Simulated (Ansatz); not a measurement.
Runs of Ansatz 0.2.0 on NaCl. The structure is cubic, space group Fm-3m (No. 225). The conventional cell has a = 5.588 Å, b = 5.588 Å, c = 5.588 Å, α = 90.00°, β = 90.00°, γ = 90.00°. Cl (site symmetry m-3m) has 6 Na at 2.79 Å as nearest neighbours. Around Na (site symmetry m-3m) lie 6 Cl at 2.79 Å. The cell is a database's computed one.

| task | level | potentials or basis | cell | k mesh | cutoff (eV) | smearing | basis error allowed | gap on the mesh (eV) | pressure (GPa) | relaxed volume (Å³/atom) |
| --- | --- | --- | --- | --- | --- | --- | --- | --- | --- | --- |
| single point | PBE | all-electron LAPW, scalar-relativistic | as given | 8 × 8 × 8 | 169 | gaussian 0.017 eV | 0.001 eV/atom | 5.22 | 1.6 | - |
| relaxation of cell and atoms | PBE+D4 | all-electron LAPW, scalar-relativistic | relaxed | 8 × 8 × 8 | - | fermi-dirac 0.05 eV | 0.001 eV/atom | (a) | 0.0 | 22.38 |
| relaxation of cell and atoms | PBE+D3(BJ) | all-electron LAPW, scalar-relativistic | relaxed | 8 × 8 × 8 | - | fermi-dirac 0.05 eV | 0.001 eV/atom | 5.23 | 0.0 | 21.74 |
| Born charges and dielectric tensor | LDA | all-electron PAW datasets made for the crystal | as given | 8 × 8 × 8 | 200 | fixed | - | 4.80 | - | - |
| relaxation of cell and atoms | RPBE | all-electron LAPW, scalar-relativistic | relaxed | 8 × 8 × 8 | - | fermi-dirac 0.05 eV | 0.001 eV/atom | 5.05 | 0.0 | (b) |
| single point | PBE | all-electron LAPW, scalar-relativistic | as given | 8 × 8 × 8 | 169 | gaussian 0.011 eV | 0.001 eV/atom | 5.22 | 1.6 | - |
| band structure | LDA | all-electron LAPW, scalar-relativistic | as given | 8 × 8 × 8 | 169 | fermi-dirac 0.05 eV | 0.001 eV/atom | 4.80 | -1.8 | - |
| single point | PBE | all-electron LAPW, scalar-relativistic | as given | 5 × 5 × 5 | 141 | fermi-dirac 0.04 eV | 0.004 eV/atom | 5.22 | 1.6 | - |

Alike in all rows: no spin polarisation.

Q: Estimate the missing entries.

A: (a) 5.12; (b) 24.93.

Caveats: the program warned that the printed levels may be off, so bands, gaps and densities of states are rough (some runs).

A k mesh can miss the band edges.

The runs don't all hold the same shells in valence.
